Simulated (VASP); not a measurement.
# ZnO (zincite): cell size and functional, part 2 of 3

Which functional gives which lattice for ZnO (zincite)? The starting structure is a measured crystal structure from the Crystallography Open Database. The first relaxation on each setting starts from this cell expanded by 3 % in volume.

VASP 6.6.1.

Results so far: PBEsol 11.85 Å³ an atom; LDA 11.42 Å³ an atom; PBE 12.41 Å³ an atom.

## Step 5: Relaxation with PBEsol + D3(BJ)

Level of this step: PBEsol with D3(BJ); plane waves and PAW (Zn, O) (VASP).

D3 with Becke-Johnson damping keeps a finite attraction at short range. This run starts from the cell of an earlier relaxation, which isn't shown; the restart sets up the plane waves anew.

INCAR reads:

```
SYSTEM = ZnO
PREC = Accurate
ENCUT = 520
EDIFF = 1E-06
NELM = 100
ISMEAR = 0
SIGMA = 0.03
LREAL = .FALSE.
ALGO = Normal
GGA = PS
IVDW = 12
NBANDS = 24
LORBIT = 11
LWAVE = .FALSE.
LCHARG = .FALSE.
KPAR = 8
IBRION = 2
NSW = 50
ISIF = 3
EDIFFG = -0.006
```

POSCAR reads:

```
ZnO
1.0
    3.2195026000      0.0000000000      0.0000000000
   -1.6097513000      2.7881710391      0.0000000000
    0.0000000000      0.0000000000      5.1950873433
Zn O
2 2
Direct
    0.6666666667      0.3333333333      0.0000077324
    0.3333333333      0.6666666667      0.5000077324
    0.3333333333      0.6666666667      0.8790022676
    0.6666666667      0.3333333333      0.3790022676
```

KPOINTS reads:

```
Automatic mesh
0
Gamma
9 9 4
0 0 0
```

Potentials, in the order of the species: Zn and O (PBE family, release 64).

The run is started by

```bash
$ mpirun -np 8 vasp_std
```

What it wrote:

```text
[banner, memory and clock lines left out]
running    8 mpi-ranks, on    1 nodes
[...]
[... a notice as in an earlier step ...]

 [... a notice as in an earlier step ...]

 LDA part: xc-table for (Slater+PW92), standard interpolation
 POSCAR, INCAR and KPOINTS ok, starting setup
[...]
entering main loop
       N       E                     dE             d eps       ncg     rms          rms(c)
DAV:   1     0.277426402350E+03    0.27743E+03   -0.18514E+04  1752   0.220E+03
DAV:   2     0.442880835843E+01   -0.27300E+03   -0.25959E+03  1912   0.423E+02
DAV:   3    -0.218088119277E+02   -0.26238E+02   -0.26041E+02  1992   0.138E+02
DAV:   4    -0.222055196908E+02   -0.39671E+00   -0.39639E+00  1968   0.178E+01
[...]
DAV:  12    -0.194002694943E+02   -0.28235E-04   -0.10287E-04  2440   0.237E-01    0.177E-02
DAV:  13    -0.194002686180E+02    0.87626E-06   -0.15170E-05  2184   0.107E-01    0.801E-03
DAV:  14    -0.194002688696E+02   -0.25162E-06   -0.50680E-06  1784   0.274E-02
   1 F= -.20147215E+02 E0= -.20147215E+02  d E =-.201472E+02
[... from here on, the cycles between the ionic steps are left out ...]
   2 F= -.20147186E+02 E0= -.20147186E+02  d E =0.292440E-04
   3 F= -.20147208E+02 E0= -.20147208E+02  d E =0.756142E-05
   4 F= -.20147216E+02 E0= -.20147216E+02  d E =-.649353E-06
   5 F= -.20147217E+02 E0= -.20147217E+02  d E =-.143108E-05
   6 F= -.20147217E+02 E0= -.20147217E+02  d E =-.113975E-05
[...]
reached required accuracy - stopping structural energy minimisation
```

It took 9.4 s on 8 MPI ranks of Intel Xeon 6975P-C (Granite Rapids), shared host; peak memory 1.7 GiB; 62 s of CPU time.

OUTCAR, selected parts (step 5):

```text
 Edisp (eV)   -0.74715

 Edisp (eV)   -0.74721

  Total       0.01077     0.01077     0.02176     0.00000     0.00000     0.00000
  in kB       0.37025     0.37025     0.74796     0.00000     0.00000     0.00000
  external pressure =        0.50 kB  Pullay stress =        0.00 kB

 POSITION                                       TOTAL-FORCE (eV/Angst)
 -----------------------------------------------------------------------------------
      1.60955      0.92927      0.00003        -0.000000      0.000000     -0.000398
     -0.00000      1.85854      2.59734         0.000000      0.000000     -0.000398
     -0.00000      1.85854      4.56610         0.000000      0.000000      0.000398
      1.60955      0.92927      1.96879         0.000000      0.000000      0.000398
 -----------------------------------------------------------------------------------
    total drift:                                0.000001      0.000001     -0.000476

  FREE ENERGIE OF THE ION-ELECTRON SYSTEM (eV)
  ---------------------------------------------------
  free  energy   TOTEN  =       -20.1472165016 eV

  energy  without entropy=      -20.1472165016  energy(sigma->0) =      -20.14721650

[... 2 parts as in an earlier step ...]

[... 2 further parts left out ...]
[key lines of the parts left out:]
E-fermi :   1.4743
```

With PBEsol + D3(BJ) the relaxed cell holds 11.654 Å³ an atom, -2.06 % against the measured cell, with a = 3.219 Å and c = 5.195 Å. That is -1.67 % from PBEsol. Pressures at 0.985 and 1.015 times this volume, from two more relaxations that aren't shown, give a bulk modulus of 150.0 GPa.

## Step 6: Relaxation with r2SCAN

r2SCAN adds the kinetic-energy density, costs more than a GGA and is run with LASPH. This run starts from the cell of an earlier relaxation, which isn't shown; the restart sets up the plane waves anew.

INCAR, as its differences from that of step 5:

```diff
@@ -9,4 +9,4 @@
 ALGO = Normal
-GGA = PS
-IVDW = 12
+METAGGA = R2SCAN
+LASPH = .TRUE.
 NBANDS = 24
```

POSCAR reads:

```
ZnO
1.0
    3.2429152095      0.0000000000      0.0000000000
   -1.6214576048      2.8084469538      0.0000000000
    0.0000000000      0.0000000000      5.2209914059
Zn O
2 2
Direct
    0.6666666667      0.3333333333      0.9993875519
    0.3333333333      0.6666666667      0.4993875519
    0.3333333333      0.6666666667      0.8796224481
    0.6666666667      0.3333333333      0.3796224481
```

KPOINTS is that of step 5.

The run is started by

```bash
$ mpirun -np 8 vasp_std
```

What it wrote:

```text
[banner, memory and clock lines left out]
running    8 mpi-ranks, on    1 nodes
[...]
[... a notice as in an earlier step ...]

 [... a notice as in an earlier step ...]

 LDA part: xc-table for (None), standard interpolation
 POSCAR, INCAR and KPOINTS ok, starting setup
[...]
entering main loop
       N       E                     dE             d eps       ncg     rms          rms(c)
DAV:   1     0.260124017301E+03    0.26012E+03   -0.19123E+04  1776   0.224E+03
DAV:   2    -0.191310550188E+02   -0.27926E+03   -0.26417E+03  1880   0.431E+02
DAV:   3    -0.461900941919E+02   -0.27059E+02   -0.26866E+02  1960   0.141E+02
DAV:   4    -0.465919827470E+02   -0.40189E+00   -0.40172E+00  2032   0.182E+01
[...]
DAV:  14    -0.363183001557E+02    0.99670E-06   -0.19258E-05  2048   0.383E-02    0.139E-02
DAV:  15    -0.363183028461E+02   -0.26904E-05   -0.65376E-06  1800   0.242E-02    0.440E-03
DAV:  16    -0.363183018766E+02    0.96952E-06   -0.67974E-07  1208   0.147E-02
   1 F= -.36318302E+02 E0= -.36318302E+02  d E =-.363183E+02
[...]
reached required accuracy - stopping structural energy minimisation
```

The job ended after 12 s (8 MPI ranks; peak memory 1.5 GiB; 84 s of CPU time).

OUTCAR, selected parts (step 6):

```text
  Total       -0.0043726     -0.0043726     -0.0162399      0.0000000      0.0000000      0.0000000
  in kB       -0.1473314     -0.1473314     -0.5471903      0.0000000      0.0000000      0.0000000
  external PRESSURE =      -0.2806177 kB  Pullay stress =       0.0000000 kB

 POSITION                                       TOTAL-FORCE (eV/Angst)
 -----------------------------------------------------------------------------------
      1.62146      0.93615      5.21779         0.000000     -0.000000      0.004787
     -0.00000      1.87230      2.60730        -0.000000      0.000000      0.004787
     -0.00000      1.87230      4.59250        -0.000000      0.000000     -0.004787
      1.62146      0.93615      1.98201         0.000000      0.000000     -0.004787
 -----------------------------------------------------------------------------------
    total drift:                                0.000001      0.000001     -0.077554

  FREE ENERGIE OF THE ION-ELECTRON SYSTEM (eV)
  ---------------------------------------------------
  free  energy   TOTEN  =       -36.3183018766 eV

  energy  without entropy=      -36.3183018766  energy(sigma->0) =      -36.31830188

[... 2 parts as in an earlier step ...]

[... 2 further parts left out ...]
[key lines of the parts left out:]
E-fermi :   1.0113
```

With r2SCAN the relaxed cell holds 11.888 Å³ an atom, -0.10 % against the measured cell, with a = 3.243 Å and c = 5.221 Å. That is +0.30 % from PBEsol. Pressures at 0.985 and 1.015 times this volume, from two more relaxations that aren't shown, give a bulk modulus of 150.3 GPa.

## Step 7: Relaxation with r2SCAN + rVV10

rVV10 adds a nonlocal correlation energy for dispersion. This run starts from the cell of an earlier relaxation, which isn't shown; the restart sets up the plane waves anew.

INCAR, as its differences from that of step 6:

```diff
@@ -10,2 +10,6 @@
 METAGGA = R2SCAN
+LUSE_VDW = .TRUE.
+IVDW_NL = 2
+BPARAM = 11.95
+CPARAM = 0.0093
 LASPH = .TRUE.
```

POSCAR reads:

```
ZnO
1.0
    3.2341876592      0.0000000000      0.0000000000
   -1.6170938297      2.8008886735      0.0000000000
    0.0000000000      0.0000000000      5.2057688313
Zn O
2 2
Direct
    0.6666666667      0.3333333333      0.9994424934
    0.3333333333      0.6666666667      0.4994424934
    0.3333333333      0.6666666667      0.8795675066
    0.6666666667      0.3333333333      0.3795675066
```

KPOINTS is that of step 6.

The run is started by

```bash
$ mpirun -np 8 vasp_std
```

What it wrote:

```text
[banner, memory and clock lines left out]
running    8 mpi-ranks, on    1 nodes
[...]
[... a notice as in an earlier step ...]

|                                                                             |
|               ----> ADVICE to this user running VASP <----                  |
|                                                                             |
|     You have switched on vdW-DFT.                                           |
|     This routine was written and supplied by Jiri Klimes. We recommend      |
|     that you carefully read and cite the following publications:            |
|       J. Klimes, D.R. Bowler, A. Michelides                                 |
|          J. Phys.: Cond Matt. 22 022201 (2010)                              |
|       J. Klimes, D.R. Bowler, A. Michelides                                 |
|          Phys. Rev. B. 83, 195131 (2011)                                    |
|     and references therein.                                                 |
[...]
DAV:   5    -0.352502080939E+02   -0.97553E-07   -0.18307E-06  1176   0.158E-02
Total rVV10 correction in eV:      1.0651261    37.3237501
Total rVV10 correction in eV:      1.0651261    37.3237501
Total rVV10 correction in eV:      1.0651261    37.3237501
Total rVV10 correction in eV:      1.0651261    37.3237501
Total rVV10 correction in eV:      1.0651261    37.3237501
Total rVV10 correction in eV:      1.0651261    37.3237501
Total rVV10 correction in eV:      1.0651261    37.3237501
Total rVV10 correction in eV:      1.0651261    37.3237501
Total rVV10 correction in eV:      1.0651280    37.3237501
Total rVV10 correction in eV:      1.0651280    37.3237501
Total rVV10 correction in eV:      1.0651280    37.3237501
Total rVV10 correction in eV:      1.0651280    37.3237501
Total rVV10 correction in eV:      1.0651280    37.3237501
Total rVV10 correction in eV:      1.0651280    37.3237501
Total rVV10 correction in eV:      1.0651280    37.3237501
Total rVV10 correction in eV:      1.0651280    37.3237501
   2 F= -.35250208E+02 E0= -.35250208E+02  d E =-.230665E-04
 trial-energy change:   -0.000023  1 .order   -0.000005   -0.000017    0.000007
 step:   0.9465(harm=  0.7193)  dis= 0.00013  next Energy=   -35.250208 (dE=-0.232E-04)
 reached required accuracy - stopping structural energy minimisation
```

The job ended after 46 s (8 MPI ranks; peak memory 2.3 GiB).

OUTCAR, selected parts (step 7):

```text
  Total        0.0130244      0.0130244      0.0217326     -0.0000000     -0.0000000     -0.0000000
  in kB        0.4427965      0.4427965      0.7388521     -0.0000000     -0.0000000     -0.0000000
  external PRESSURE =       0.5414817 kB  Pullay stress =       0.0000000 kB

 POSITION                                       TOTAL-FORCE (eV/Angst)
 -----------------------------------------------------------------------------------
      1.61660      0.93334      5.20281         0.000000      0.000000      0.003890
     -0.00000      1.86669      2.60002         0.000000      0.000000      0.003890
     -0.00000      1.86669      4.57853         0.000000     -0.000000     -0.003890
      1.61660      0.93334      1.97574        -0.000000     -0.000000     -0.003890
 -----------------------------------------------------------------------------------
    total drift:                                0.000001      0.000001     -0.068747

  FREE ENERGIE OF THE ION-ELECTRON SYSTEM (eV)
  ---------------------------------------------------
  free  energy   TOTEN  =       -35.2502080939 eV

  energy  without entropy=      -35.2502080939  energy(sigma->0) =      -35.25020809

[... 2 parts as in an earlier step ...]

[... 2 further parts left out ...]
[key lines of the parts left out:]
E-fermi :   1.0567
```

With r2SCAN + rVV10 the relaxed cell holds 11.782 Å³ an atom, -0.99 % against the measured cell, with a = 3.233 Å and c = 5.206 Å. That is -0.60 % from PBEsol. Pressures at 0.985 and 1.015 times this volume, from two more relaxations that aren't shown, give a bulk modulus of 155.9 GPa.

## Step 8: Relaxation with rev-vdW-DF2

rev-vdW-DF2 revises the exchange of vdW-DF2 for solids.

INCAR, as its differences from that of step 7:

```diff
@@ -9,7 +9,8 @@
 ALGO = Normal
-METAGGA = R2SCAN
+GGA = MK
+AGGAC = 0
 LUSE_VDW = .TRUE.
-IVDW_NL = 2
-BPARAM = 11.95
-CPARAM = 0.0093
+PARAM1 = 0.1234
+PARAM2 = 0.711357
+ZAB_VDW = -1.8867
 LASPH = .TRUE.
```

POSCAR reads:

```
ZnO
1.0
    3.2814814587      0.0000000000      0.0000000000
   -1.6407407294      2.8418463053      0.0000000000
    0.0000000000      0.0000000000      5.2572540255
Zn O
2 2
Direct
    0.6666666667      0.3333333333      0.0000000000
    0.3333333333      0.6666666667      0.5000000000
    0.3333333333      0.6666666667      0.8790100000
    0.6666666667      0.3333333333      0.3790100000
```

KPOINTS is that of step 7.

The run is started by

```bash
$ mpirun -np 8 vasp_std
```

What it wrote:

```text
[banner, memory and clock lines left out]
running    8 mpi-ranks, on    1 nodes
[...]
[... a notice as in an earlier step ...]

 [... a notice as in an earlier step ...]

 [... a notice as in an earlier step ...]

 LDA part: xc-table for (Slater+PW92), standard interpolation
 POSCAR, INCAR and KPOINTS ok, starting setup
[...]
entering main loop
       N       E                     dE             d eps       ncg     rms          rms(c)
DAV:   1     0.295179564175E+03    0.29518E+03   -0.18554E+04  1736   0.217E+03
DAV:   2     0.153869260698E+02   -0.27979E+03   -0.26543E+03  1872   0.423E+02
DAV:   3    -0.126671424973E+02   -0.28054E+02   -0.27817E+02  2024   0.140E+02
DAV:   4    -0.131204003144E+02   -0.45326E+00   -0.45302E+00  1960   0.189E+01
[...]
DAV:  13    -0.989315438923E+01   -0.10150E-04   -0.31205E-05  2104   0.628E-02    0.162E-02
DAV:  14    -0.989315088275E+01    0.35065E-05   -0.76906E-06  1944   0.267E-02    0.434E-03
DAV:  15    -0.989315063583E+01    0.24692E-06   -0.16910E-06  1256   0.113E-02
   1 F= -.98931506E+01 E0= -.98931506E+01  d E =-.989315E+01
[... from here on, the cycles between the ionic steps are left out ...]
   2 F= -.98959603E+01 E0= -.98959603E+01  d E =-.280968E-02
   3 F= -.98964129E+01 E0= -.98964129E+01  d E =-.326225E-02
   4 F= -.98965185E+01 E0= -.98965185E+01  d E =-.105654E-03
   5 F= -.98965270E+01 E0= -.98965270E+01  d E =-.114065E-03
   6 F= -.98965097E+01 E0= -.98965097E+01  d E =-.967708E-04
   7 F= -.98965272E+01 E0= -.98965272E+01  d E =-.114341E-03
   8 F= -.98966077E+01 E0= -.98966077E+01  d E =-.804315E-04
   9 F= -.98966325E+01 E0= -.98966325E+01  d E =-.105307E-03
[...]
reached required accuracy - stopping structural energy minimisation
```

The job ended after 2.1 min (8 MPI ranks; peak memory 3 GiB).

OUTCAR, selected parts (step 8):

```text
  Total        0.0206862      0.0206862     -0.0056399     -0.0000000      0.0000000      0.0000000
  in kB        0.6828096      0.6828096     -0.1861621     -0.0000000      0.0000000      0.0000000
  external PRESSURE =       0.3931524 kB  Pullay stress =       0.0000000 kB

 POSITION                                       TOTAL-FORCE (eV/Angst)
 -----------------------------------------------------------------------------------
      1.63013      0.94116      0.00125         0.000000      0.000000      0.004978
     -0.00000      1.88231      2.63774         0.000000      0.000000      0.004978
     -0.00000      1.88231      4.63375        -0.000000     -0.000000     -0.004978
      1.63013      0.94116      1.99726        -0.000000     -0.000000     -0.004978
 -----------------------------------------------------------------------------------
    total drift:                               -0.000001     -0.000001     -0.000412

  FREE ENERGIE OF THE ION-ELECTRON SYSTEM (eV)
  ---------------------------------------------------
  free  energy   TOTEN  =        -9.8966325389 eV

  energy  without entropy=       -9.8966325389  energy(sigma->0) =       -9.89663254

[... 2 parts as in an earlier step ...]

[... 2 further parts left out ...]
[key lines of the parts left out:]
E-fermi :   1.0221
```

With rev-vdW-DF2 the relaxed cell holds 12.135 Å³ an atom, +1.98 % against the measured cell, with a = 3.260 Å and c = 5.273 Å. That is +2.38 % from PBEsol. Pressures at 0.985 and 1.015 times this volume, from two more relaxations that aren't shown, give a bulk modulus of 135.5 GPa.

[end of part 2 of 3]

[Lines on the potential files, build, host, timing and source positions are cut from VASP's logs without a mark.]

[Logs are printed without paths, hosts, clocks, repeated set-up lines and the standing remarks that a program may print on its own settings, such as how far it seeks lower states.]

[Hosts, paths, dates, database ids (printed as entryN), source tags and the programs' standing remarks are cut or masked in the printed files.]
